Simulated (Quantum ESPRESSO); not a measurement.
**Rh under changes of volume**

One of the cells (13.671 Å³/atom); the others are scaled copies at fixed shape and fractional positions:

```xyz
1
Lattice="0.0000 1.8979 1.8979 1.8979 0.0000 1.8979 1.8979 1.8979 0.0000" Properties=species:S:1:pos:R:3 pbc="T T T"
Rh    0.0000    0.0000    0.0000
```

```yaml
Program: Quantum ESPRESSO 7.5
Functional: LDA
Potentials_or_basis: GBRV 1.5 LDA
Cutoff: 612 eV
Density_cutoff: 4898 eV
k_mesh: 12 × 12 × 12
Occupations: fermi-dirac, width 0.05 eV
Spin: no spin polarisation
```

| volume (Å³/atom) | energy over the lowest point (meV/atom) | pressure (GPa) |
| --- | --- | --- |
| 12.851 | 12.35 | 10.9 |
| 13.125 | 0.18 | 3.4 |
| 13.398 | 0.00 | -3.2 |
| 13.671 | ? | ? |
| 13.945 | 30.32 | -14.1 |
| 14.218 | 58.39 | -18.6 |
| 14.492 | 93.66 | -22.6 |

Problem. What does the run at 13.671 Å³/atom give?

Solution. Energy over the lowest point 10.47 meV/atom; pressure -9.0 GPa.

Worked out: A Birch-Murnaghan fit of order 3 (a polynomial in V^(-2/3)) to the other rows has its minimum at 13.26 Å³/atom with B0 = V·E''(V) = 321 GPa and B' = 5.2. It gives 10.48 meV/atom at 13.671 Å³/atom, against the run's 10.47, and -dE/dV = -9.0 GPa, against -9.0.

Energies are extrapolated to zero smearing.
